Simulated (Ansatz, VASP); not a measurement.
## One calculation of ZnS, two programs

```
Zn S
1.0
     0.00000    2.69451    2.69451
     2.69451    0.00000    2.69451
     2.69451    2.69451    0.00000
Zn S
1 1
Direct
  0.00000 0.00000 0.00000
  0.91070 0.69643 0.69643
```

Change from the starting cell: all S atoms moved -0.500 Å, as atom 2 towards its neighbour atom 1 (Zn) at 2.334 Å.

Alike in both runs: task single point; functional r2SCAN; k mesh 8 × 8 × 8; occupations gaussian, width 0.05 eV; no spin polarisation.

|  | VASP | Ansatz |
| --- | --- | --- |
| version | VASP 6.6.1 | Ansatz 0.2.0 |
| potentials or method | VASP PAW PBE potentials, release 64 (Zn, S) | scalar-relativistic, plane waves, PAW |
| plane-wave cutoff (eV) | 520 | 500 |
| valence electrons in the cell | 18 | 18 |

|  | VASP | Ansatz | Ansatz less VASP |
| --- | --- | --- | --- |
| gap on the k mesh at the Fermi level (eV) | 2.81 | 2.80 | -0.010 |
| least direct gap on the mesh (eV) | 2.81 | 2.80 | -0.010 |
| pressure (GPa) | 4.0 | 3.8 | -0.12 |
| largest component of the traceless stress (GPa) | 2.32 | 2.29 | -0.027 |
| rms of the force components (eV/Å) | 0.443 | 0.446 | +0.0031 |

Atom by atom the forces differ by 0.003 eV/Å (rms over components).

Caveats: the PAW data sets were made with another functional, which shifts forces and pressure a little (VASP).
